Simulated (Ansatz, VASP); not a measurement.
**In in VASP and in Ansatz**

The input INCAR:

```
SYSTEM = In
PREC = Accurate
ENCUT = 520
EDIFF = 1E-7
ISMEAR = -1
SIGMA = 0.05
LREAL = .False.
LASPH = .True.
NELM = 80
ALGO = Normal
ISIF = 2
LWAVE = .False.
LCHARG = .False.
GGA = PE
NBANDS = 20
```

Contents of KPOINTS:

```
Automatic mesh
0
Gamma
  9 9 5
  0 0 0
```

Contents of POSCAR:

```
In
1.0
    3.3793777732      0.0000000000      0.0000000000
   -1.6896888866      2.9266270006      0.0000000000
    0.0000000000      0.0000000000      5.5816399564
In
2
Direct
    0.6666666667      0.3333333333      0.7500000000
    0.3333333333      0.6666666667      0.2500000000
```

The input input.yaml:

```yaml
crystal:
  lattice:
    - [3.3793777732, 0.0, 0.0]
    - [-1.6896888866, 2.9266270006, 0.0]
    - [0.0, 0.0, 5.5816399564]
  atoms:
    - { symbol: In, position: [0.6666666667, 0.3333333333, 0.75] }
    - { symbol: In, position: [0.3333333333, 0.6666666667, 0.25] }
hamiltonian:
  xc: pbe
  pseudopotentials: { kind: paw }
kpoints:
  mp_grid: { grid: [9, 9, 5] }
scf:
  occupations: { method: fermi_dirac, width: 0.05 }
output:
  forces: true
  stress: true
  eigenvalues: true
  write_density: true
  write_potential: true
  elf: true
  volumetric_format: npy
```

Change from the starting cell: volume scaled by 1.04.

Alike in both runs: task single point; functional PBE; k mesh 9 × 9 × 5; occupations fermi-dirac, width 0.05 eV; no spin polarisation.

|  | VASP | Ansatz |
| --- | --- | --- |
| version | VASP 6.6.1 | Ansatz 0.2.0 |
| potentials or method | VASP PAW PBE potentials, release 64 (In_d) | Ansatz PAW |
| plane-wave cutoff (eV) | 520 | 420 |
| valence electrons in the cell | 26 | 26 |

```csv
,VASP,Ansatz,Ansatz less VASP
gap on the k mesh at the Fermi level (eV),none,none,-
pressure (GPa),0.1,0.1,+0.03
largest component of the traceless stress (GPa),0.14,0.14,-0.003
```

A gap of «none» marks a metal or a gap that the smearing closes. The functional is the same, so the differences come from potentials, cutoffs and numerics.
